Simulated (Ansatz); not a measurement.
Crystal: Rh.

```
Rh
1.0
     0.00000    1.89785    1.89785
     1.89785    0.00000    1.89785
     1.89785    1.89785    0.00000
Rh
1
Direct
  0.00000 0.00000 0.00000
```

| Item | Value |
| --- | --- |
| Program | Ansatz 0.2.0 |
| Task | single point |
| Functional | PBE |
| Potentials or basis | all-electron LAPW, scalar-relativistic |
| Cutoff | 278 eV (chosen from the basis error) |
| Basis error allowed | 0.001 eV/atom |
| k mesh | 12 × 12 × 12 |
| Occupations | fermi-dirac, width 0.05 eV |
| Spin | no spin polarisation |

On this cell: pressure 7.2 GPa; band gap on the k mesh none (metal or under the smearing width).

The same run follows on a disturbed copy (cell strained at random at fixed volume):

```
CELL_PARAMETERS angstrom
-0.03933 1.88309 1.96246
1.90193 0.03281 1.89032
1.92465 1.83367 0.01009
ATOMIC_POSITIONS crystal
Rh 0.00477 0.00350 0.99418
```

**Question.** What does the disturbed cell give?

**Answer.** The energy (extrapolated to zero smearing) moves by +43.1 meV/atom; pressure 8.5 GPa; band gap on the k mesh none (metal or under the smearing width).

Stress tensor (GPa, compression positive):
```
  3.58   2.03   5.54
  2.03  15.66 -10.08
  5.54 -10.08   6.34
```
